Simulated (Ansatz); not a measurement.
GeO2 (rutile), scan of one atom of the cell

Starting cell, GeO2 (rutile):

```
CELL_PARAMETERS angstrom
      4.41054     0.00000     0.00000
      0.00000     4.41054     0.00000
      0.00000     0.00000     2.87016
ATOMIC_POSITIONS crystal
  Ge 0.00000 0.00000 0.00000
  Ge 0.50000 0.50000 0.50000
  O  0.30600 0.30600 0.00000
  O  0.80600 0.19400 0.50000
  O  0.19400 0.80600 0.50000
  O  0.69400 0.69400 0.00000
```

Scan: atom 5 (O, nearest neighbour Ge at 1.877 Å; its periodic images, 2.9 Å or more away, move with it) is displaced along Cartesian x, direction (1.000, 0.000, 0.000) in Cartesian axes, by s. The other atoms stay.

Method: r2SCAN (plane waves to 500 eV, PAW, scalar-relativistic; Ansatz, an electronic-structure program). k mesh 6×6×9 (Γ-centred), Fermi-Dirac smearing 0.05 eV. Energies are smeared free energies. Stress and pressure are positive under compression. F∥ is the force on the atom along that direction. F⊥ is the part of the force across the line. GeO2 was relaxed with its symmetry unable to fall. ΔE is measured from the undisplaced structure.

| s (Å) | ΔE (eV/cell) | |F⊥| (eV/Å) | P (GPa) | F∥ (eV/Å) |
|---|---|---|---|---|
| -0.560 | 2.476 | 5.662 | 19.8 | 8.196 |
| -0.448 | 1.629 | 4.515 | 14.4 | 6.902 |
| -0.336 | 0.938 | 3.350 | 9.5 | 5.406 |
| -0.224 | 0.425 | 2.210 | 5.2 | 3.729 |
| -0.112 | 0.108 | 1.105 | 2.0 | 1.913 |
| 0.000 | 0.000 | 0.000 | 0.0 | 0.000 |
| 0.112 | 0.110 | 1.184 | -0.5 | -1.984 |
| 0.224 | 0.447 | 2.569 | 0.6 | -4.035 |
| 0.336 | 1.018 | 4.308 | 3.6 | -6.171 |
| 0.448 | 1.833 | 6.573 | 8.4 | -8.401 |
| 0.560 | 2.902 | 9.525 | 15.0 | -10.696 |

Derived quantities:

Energy at s = 0.560 Å: 2902 meV/cell
Force along the line at s = -0.560 Å: 8.20 eV/Å
Symmetry of the curve: not even: the positive side lies higher at ±0.560 Å
Shape of the curve: a single well with its minimum at or next to zero displacement
Force constant k = d²E/ds² at s = 0 (finite differences): 17.4 eV/Å²
Harmonic estimate at the end of the scan: ½ks² = 2731 meV/cell against the computed 2902 meV/cell, so the well is stiffer than harmonic there

The 11 points together took roughly 7 core-minutes.

(For displaced atoms, the force is minus the slope of the energy, and its curvature is a force constant, which sets phonon frequencies.)
